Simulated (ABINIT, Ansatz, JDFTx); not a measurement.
MgO: band gap by level of theory

**What was measured.** The band gap of MgO (Fm-3m) is reported as 7.77 eV at 295 K (a printed reference work). The runs below try to reproduce it.

Symmetry: Fm-3m, No. 225, cubic system. Conventional cell: a = 4.194 Å, b = 4.194 Å, c = 4.194 Å, α = 90.00°, β = 90.00°, γ = 90.00°. Mg (site symmetry m-3m) has 6 O at 2.10 Å as nearest neighbours. O (site symmetry m-3m) is surrounded by 6 Mg at 2.10 Å.

```tsv
rung	level	program and potentials	cutoff (eV)	k mesh	task	core time	chip	band gap (eV)	miss (eV)	notes
GGA	PBE	Ansatz, Ansatz PAW	420	6 × 6 × 6	band structure	1.1 s	Intel Xeon	4.87	-2.90	-
GGA	BLYP	Ansatz, Ansatz PAW	420	6 × 6 × 6	band structure	1.1 s	Intel Xeon	5.15	-2.62	potentials made for PBE, which Ansatz adapts in part
GGA	PBEsol	Ansatz, Ansatz PAW	420	6 × 6 × 6	band structure	1.1 s	Intel Xeon	4.76	-3.01	potentials made for PBE, which Ansatz adapts in part
GGA	RPBE	Ansatz, Ansatz PAW	420	6 × 6 × 6	band structure	1.2 s	Intel Xeon	4.98	-2.79	potentials made for PBE, which Ansatz adapts in part
GGA	revPBE	Ansatz, Ansatz PAW	420	6 × 6 × 6	band structure	1.5 s	Intel Xeon	4.96	-2.81	potentials made for PBE, which Ansatz adapts in part
LDA	LDA	Ansatz, Ansatz PAW	420	6 × 6 × 6	band structure	1.5 s	Intel Xeon	4.78	-2.99	potentials made for PBE, which Ansatz adapts in part
meta-GGA	r2SCAN	Ansatz, Ansatz PAW	500	6 × 6 × 6	band structure	2 s	Intel Xeon	5.76	-2.01	potentials made for PBE, which Ansatz adapts in part
LDA	LDA	JDFTx, PseudoDojo-SR-LDA-0.4.1-standard with smoothed tails	1143	11 × 11 × 11	band structure	9.4 s	Arm Neoverse V2	4.82	-2.95	from the band path
GGA	PBE	ABINIT, PseudoDojo NC SR PBE v0.5 standard	1034	8 × 8 × 8	single point	11 s	Arm Neoverse V2	4.89	-2.88	-
LDA	LDA	JDFTx, PseudoDojo-SR-LDA-0.4.1-standard	1143	11 × 11 × 11	band structure	12 s	Arm Neoverse V1	4.82	-2.95	from the band path
LDA	LDA	ABINIT, JTH PAW LDA v2.0	626	11 × 11 × 11	band structure	26 s	Arm Neoverse V2	4.78	-2.99	-
GGA	PBEsol	ABINIT, JTH PAW PBE v2.0	626	11 × 11 × 11	band structure	33 s	Arm Neoverse V1	4.76	-3.01	potentials made for PBE
GGA	HCTH407	ABINIT, JTH PAW PBE v2.0	626	11 × 11 × 11	band structure	38 s	Arm Neoverse V1	5.33	-2.44	potentials made for PBE
LDA	LDA	ABINIT, PseudoDojo NC SR LDA v0.4.1 standard	1143	11 × 11 × 11	band structure	51 s	Arm Neoverse V2	4.82	-2.95	-
LDA	LDA	JDFTx, PseudoDojo-SR-LDA-0.4.1-standard	1143	4 × 4 × 4	screening	2.2 min	Arm Neoverse V2	4.81	-2.96	coarse mesh
```

Times are single runs on shared hosts and different chips, so they are rough; meshes, cutoffs and the tasks' sizes weigh on the time. All rows: no spin polarisation. Gaps are the least found on the k mesh or the band path, and a mesh can miss the band edges. Meshes differ between rows, which moves values too. All levels ran on this one cell, unrelaxed unless noted. Meshes are those of the run's cell of 2 atoms unless a note names another. Misses use the values as printed. Runs on faulty files, with rough fits or with known faults for this quantity aren't shown. No row holds spin-orbit coupling.

By rung: LDA 4.78 to 4.82; GGA 4.76 to 5.33; meta-GGA 5.76; LDA on coarse meshes 4.81 (eV). Measured: 7.77 eV at 295 K (a printed reference work). Closest, coarse meshes and atomic bases left aside, is r2SCAN (-2.01 eV), and PBE misses by -2.90 to -2.88 eV on plain settings. LDA and GGA gaps fall short mostly because these functionals lack the derivative discontinuity; the runs are for a static lattice, while measurements hold temperature and zero-point motion.
